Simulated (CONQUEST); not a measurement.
# ZrC in CONQUEST: convergence with smearing width

Input of the first run (smearing width 0.4 eV); the others differ in this setting and in those tied to it:

The input Conquest_input:

```
IO.Title ZrC
IO.Coordinates coords.dat
IO.FractionalAtomicCoords T
IO.Iprint 2
IO.Iprint_init 1
General.NumberOfSpecies 2
General.PseudopotentialType hamann
AtomMove.TypeOfRun static
AtomMove.FullStress T
Grid.GridCutoff 120
DM.SolutionMethod diagon
Diag.MPMesh T
Diag.GammaCentred T
Diag.MPMeshX 8
Diag.MPMeshY 8
Diag.MPMeshZ 6
Diag.kT 0.01469973
minE.SCTolerance 1e-6
SC.MaxIters 100
IO.AtomChargeOutput T
%block ChemicalSpeciesLabel
1 91.220 Zr
2 12.010 C
%endblock
```

coords.dat

```
    6.3204064840     0.0000000000     0.0000000000
    0.0000000000     6.3204064840     0.0000000000
    0.0000000000     0.0000000000     8.9384045695
4
  0.4997750000   0.5110980000   0.0197460000 1 T T T
  0.9997750000   0.0110980000   0.5197460000 1 T T T
  0.4538250000   0.5130490000   0.5261420000 2 T T T
  0.9538250000   0.0130490000   0.0261420000 2 T T T
```

Potentials or basis: PseudoDojo NC PBEsol, SZP, grid cutoff 120 Ha.

Run with:

```console
$ OMP_NUM_THREADS=1 Conquest
```

The cell isn't the ideal one: atoms moved at random.

Hardware: 1 thread of Intel(R) Xeon(R) Platinum 8488C (Sapphire Rapids), on a shared host.

Question: The values tried are 0.4 eV, 0.3 eV, 0.2 eV, 0.1 eV, 0.05 eV, 0.025 eV, 0.01 eV, 0.005 eV, loosest first. From which on does the pressure stay within 0.1 GPa of the tightest run that finished?

Answer: From 0.1 eV on.

| smearing width | energy less the tightest run, at zero smearing (meV/atom) | pressure (GPa) | largest force (eV/Å) | SCF cycles | CPU time (s) | peak memory (GiB) |
| --- | --- | --- | --- | --- | --- | --- |
| 0.4 eV | 13.37 | -2.86 | 1.195 | 7 | 63 | 0.51 |
| 0.3 eV | 5.86 | -3.24 | 1.179 | 7 | 63 | 0.51 |
| 0.2 eV | 2.00 | -3.43 | 1.158 | 7 | 63 | 0.5 |
| 0.1 eV | 0.28 | -3.51 | 1.135 | 7 | 63 | 0.51 |
| 0.05 eV | 0.03 | -3.53 | 1.125 | 7 | 63 | 0.5 |
| 0.025 eV | 0.01 | -3.53 | 1.120 | 7 | 63 | 0.51 |
| 0.01 eV | 0.00 | -3.54 | 1.111 | 7 | 63 | 0.5 |
| 0.005 eV | 0.00 | -3.54 | 1.108 | 7 | 62 | 0.51 |

Against the tightest run, the energy stays within 1 meV/atom from 0.1 eV on; the largest force stays within 0.005 eV/Å from 0.01 eV on. Narrower smearing needs a denser k mesh, so at a fixed mesh the narrowest width isn't the most accurate. The tightest run that finished is the yardstick and may itself not be fully converged.

Caveat, for the tightest run too: the atomic basis is small; the basis of atomic orbitals isn't converged, which shifts pressures, moduli and gaps.
